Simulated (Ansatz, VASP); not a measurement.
# SnO2 in VASP and in Ansatz

INCAR

```
SYSTEM = SnO2
  PREC = Accurate
  ENCUT = 600
  EDIFF = 1E-6
  ISMEAR = 0
  SIGMA = 0.02
  LREAL = .FALSE.
  LASPH = .TRUE.
  NELM = 100
  ALGO = Normal
  ISIF = 3
  LWAVE = .FALSE.
  LCHARG = .FALSE.
  GGA = PE
  IBRION = 2
  NSW = 100
  EDIFFG = -0.01
```

File KPOINTS:

```
Automatic mesh
0
G
  6 6 8
  0 0 0
```

POSCAR

```
SnO2
1.0
    4.8234121318      0.0000000000      0.0000000000
    0.0000000000      4.8234121318      0.0000000000
    0.0000000000      0.0000000000      3.2406037065
Sn O
2 4
Direct
    0.5000000000      0.5000000000      0.5000000000
    0.0000000000      0.0000000000      0.0000000000
    0.1936276816      0.8063723184      0.5000000000
    0.8063723184      0.1936276816      0.5000000000
    0.3063723184      0.3063723184      0.0000000000
    0.6936276816      0.6936276816      0.0000000000
```

Input for Ansatz:

```yaml
crystal:
  lattice:
    - [4.8234121318, 0.0, 0.0]
    - [0.0, 4.8234121318, 0.0]
    - [0.0, 0.0, 3.2406037065]
  atoms:
    - { symbol: Sn, position: [0.5, 0.5, 0.5] }
    - { symbol: Sn, position: [0.0, 0.0, 0.0] }
    - { symbol: O, position: [0.1936276816, 0.8063723184, 0.5] }
    - { symbol: O, position: [0.8063723184, 0.1936276816, 0.5] }
    - { symbol: O, position: [0.3063723184, 0.3063723184, 0.0] }
    - { symbol: O, position: [0.6936276816, 0.6936276816, 0.0] }
basis:
  ecutwfc: 420
kpoints:
  mp_grid: { grid: [6, 6, 8] }
hamiltonian:
  xc: pbe
scf:
  occupations: { method: gaussian, width: 0.02 }
output:
  forces: true
  stress: true
  eigenvalues: true
  write_density: true
  write_potential: true
  elf: true
  volumetric_format: npy
relax:
  adjacent_minimum: "off"
  f_tol: 0.01
  max_steps: 80
  cell: { stress_tol: 0.05 }
```

Alike in both runs: task relaxation of cell and atoms; functional PBE; k mesh 6 × 6 × 8; occupations gaussian, width 0.02 eV; no spin polarisation.

```csv
,VASP,Ansatz
version,VASP 6.6.1,Ansatz 0.2.0
potentials or method,"VASP PAW PBE potentials, release 64 (Sn_d, O)","scalar-relativistic, plane waves, PAW"
plane-wave cutoff (eV),600,420
valence electrons in the cell,52,52
```

VASP gave:

| Item | Value |
| --- | --- |
| gap on the k mesh at the Fermi level, each at its own relaxed structure (eV) | 0.64 |
| relaxed volume (Å³/atom) | 12.60 |
| relaxed cell length with the largest relative difference (Å) | 3.242 |

Which values does Ansatz return?

gap on the k mesh at the Fermi level, each at its own relaxed structure (eV): 0.68; relaxed volume (Å³/atom): 12.58; relaxed cell length with the largest relative difference (Å): 3.239.

Caveats: spin-orbit coupling is left out, which moves the levels of the heavy elements. A hybrid or GW would open this gap; PBE tends to underestimate it.
